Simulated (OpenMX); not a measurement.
A run of OpenMX 3.8.5 is set up as follows.

HgTe.dat

```
System.CurrrentDirectory             ./
System.Name                          HgTe
DATA.PATH                            ./DFT_DATA13
level.of.stdout                      1
level.of.fileout                     0
Species.Number                       2
<Definition.of.Atomic.Species
  Hg  Hg8.0-s3p2d2f1         Hg_PBE13
  Te  Te7.0-s3p2d2f1         Te_PBE13
Definition.of.Atomic.Species>

Atoms.Number                         2
Atoms.SpeciesAndCoordinates.Unit     FRAC
<Atoms.SpeciesAndCoordinates
    1  Hg    0.7500000000    0.2500000000    0.5000000000   9.000  9.000
    2  Te    0.0000000000    0.0000000000    0.0000000000   8.000  8.000
Atoms.SpeciesAndCoordinates>

Atoms.UnitVectors.Unit               Ang
<Atoms.UnitVectors
    -3.0456030000    3.0456030000    1.5594100000
     3.0456030000   -3.0456030000    1.5594100000
     3.0456030000    3.0456030000   -1.5594100000
Atoms.UnitVectors>

scf.XcType                           GGA-PBE
scf.SpinPolarization                 off
scf.ElectronicTemperature            580.226
scf.energycutoff                     500.0
scf.maxIter                          100
scf.EigenvalueSolver                 band
scf.Kgrid                            11 11 11
scf.Mixing.Type                      rmm-diisk
scf.Init.Mixing.Weight               0.05
scf.Min.Mixing.Weight                0.001
scf.Max.Mixing.Weight                0.3
scf.Mixing.History                   25
scf.Mixing.StartPulay                8
scf.criterion                        1.0e-8
scf.stress.tensor                    on
MD.Type                              nomd
```

Potentials or basis: OpenMX 2013 PBE set, Hg8.0-s3p2d2f1, Te7.0-s3p2d2f1, grid cutoff 500 Ry.

Command:

```console
$ openmx HgTe.dat -nt 1 > HgTe.std
```

(1) What does it give for the pressure?

(2) What does it give for the band gap on the k mesh?

Results:

(1) 1.9 GPa.

(2) none (metal or under the smearing width).

Caveat: the basis of atomic orbitals isn't converged, which shifts pressures, moduli and gaps.
